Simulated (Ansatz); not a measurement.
# H started on an O site in rocksalt CdO, 64 atoms, charge +1

All numbers come from Ansatz (PAW, plane waves, no spin–orbit coupling) at the single k point (¼, ¼, ¼) without its symmetry partners. The atoms were relaxed with PBEsol in a fixed cell; other functionals are single points on those atoms unless said otherwise. The valence top and gap of the host come from its small cell on a dense mesh, with the band extrema sought between the mesh points, lined up by the mean potential, PBEsol gap 0.00 eV, HSE06 gap 0.92 eV. The charge correction uses an assumed dielectric constant of 21.

Cell: a = 9.381 Å, b = 9.381 Å, c = 9.381 Å, α = 90.00°, β = 90.00°, γ = 90.00°.

Nearest atoms after relaxation, from the placed atom (for vacancies from the middle of the vacant sites): Cd at 2.36 Å, Cd at 2.37 Å, Cd at 2.38 Å, Cd at 2.39 Å, Cd at 2.39 Å, Cd at 2.40 Å, O at 3.25 Å, O at 3.25 Å.

Chemical potentials μ are those of reference phases of the elements at zero temperature by the same functional (the usual solids, diamond for C, grey Sn, and the molecules H2, N2, O2, F2, Cl2, Br2 and S8).

| functional | E(defect) − E(host) − Σ nμ + q·E_VBM (eV) | monopole (eV) | alignment (eV) | formation energy at E_F = VBM (eV) | moment (μB) | wall time, shared host |
| --- | --- | --- | --- | --- | --- | --- |
| PBEsol | 1.68 | 0.10 | -0.05 | 1.73 | 0 (no spin) | 4.7 s on NVIDIA GB300 (relaxation) |

Question: Estimate the formation energy and moment that HSE06 gives on these atoms.

Answer: 0.89 eV at E_F = VBM (0.84 eV before the monopole term 0.10 eV and the alignment -0.05 eV), moment 0 (no spin).

Question: How does the monopole term follow by hand for this cubic cell?

Answer: q²·α·e²/(4πε₀)/(2εL) with the Madelung constant α = 2.837 and e²/4πε₀ = 14.40 eV·Å: 1 × 2.837 × 14.40 / (2 × 21 × 9.381) = 0.10 eV.

HSE06 one-electron levels near the gap (the ten most localised at most), from the host's valence top, not corrected for the charge's images:

```
level (eV)  spin  filling  atoms sharing it  element of the atom with most weight
     -0.27  both     2.00              29.4                                spread
     -0.27  both     2.00              29.5                                spread
     -0.19  both     2.00              32.6                                spread
     -0.19  both     2.00              32.7                                spread
     -0.19  both     2.00              37.4                                spread
```

All elements are taken at their own reference at once; growth conditions in equilibrium with the host shift these energies, by up to the host's formation enthalpy.

One k point and a cell of this size can leave errors of several tenths of an eV in such numbers.
